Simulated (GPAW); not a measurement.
A run of GPAW 26.7.0:

File run.py:

```python
import numpy as np
from ase.dft.bandgap import bandgap
from ase.io import write
from ase.spacegroup import crystal
from ase.units import GPa
from gpaw import GPAW, PW
from gpaw.spinorbit import soc_eigenstates

# Pb 4c
# S 4c
atoms = crystal(['Pb', 'S'],
                basis=[[0.0, 0.86943665, 0.25],
                       [0.0, 0.64520291, 0.25]],
                spacegroup=63, setting=1,  # Cmcm
                cellpar=[4.15990539, 11.98259373, 4.27932094, 90.0, 90.0, 90.0],
                primitive_cell=True)

calc = GPAW(mode=PW(600),
            xc='mBEEF',
            kpts={'size': (4, 4, 4), 'gamma': True},
            occupations={'name': 'fermi-dirac', 'width': 0.05},
            nbands=33,
            convergence={'density': 1e-05, 'energy': 1e-05},
            maxiter=150,
            txt='gpaw.txt')
atoms.calc = calc
energy = atoms.get_potential_energy()
forces = atoms.get_forces()
stress = atoms.get_stress()
calc.write('gs.gpw')
write('result.traj', atoms)
print(f'Energy: {energy:.6f} eV')
print('Forces (eV/A):')
print(forces.round(4))
print('Stress (GPa):', (stress / GPa).round(3))
print('Fermi level:', round(calc.get_fermi_level(), 4), 'eV')
print(f'Gap: {bandgap(calc)[0]:.4f} eV, direct: {bandgap(calc, direct=True)[0]:.4f} eV')

path = atoms.cell.bandpath('GXSRAZGYX1A1TY,ZT', npoints=60, eps=1e-4)
bs_calc = calc.fixed_density(kpts=path, symmetry='off', nbands=53,
                             convergence={'bands': 'CBM+6.0', 'eigenstates': 1e-6}, txt='bands.txt')
bs = bs_calc.band_structure()
bs.write('bs.json')
print(f'Gap on the path: {bandgap(bs_calc)[0]:.4f} eV')

soc = soc_eigenstates(bs_calc, theta=90, phi=0, ignore_xc_potential=True)
np.savetxt('soc_bands.dat', soc.eigenvalues(), fmt='%.4f')
mesh = soc_eigenstates('gs.gpw', theta=90, phi=0, ignore_xc_potential=True)
np.savetxt('soc_mesh.dat', mesh.eigenvalues(), fmt='%.4f')
print('Fermi level with spin-orbit coupling:', round(mesh.fermi_level, 4), 'eV')
```

Potentials or basis: GPAW PAW data sets (gpaw-data 1.2.1), pw.

Command:

```console
$ OMP_NUM_THREADS=1 python run.py
```

Hardware: 1 thread of Arm Neoverse V1 (shared host).

Q: Estimate the wall time of this run.

A: It took 11 min on 1 thread of Arm Neoverse V1, with other jobs on the host, peak memory 0.68 GiB. Counts: scf iterations 18, plane waves 3579, bands 33, k points 24.
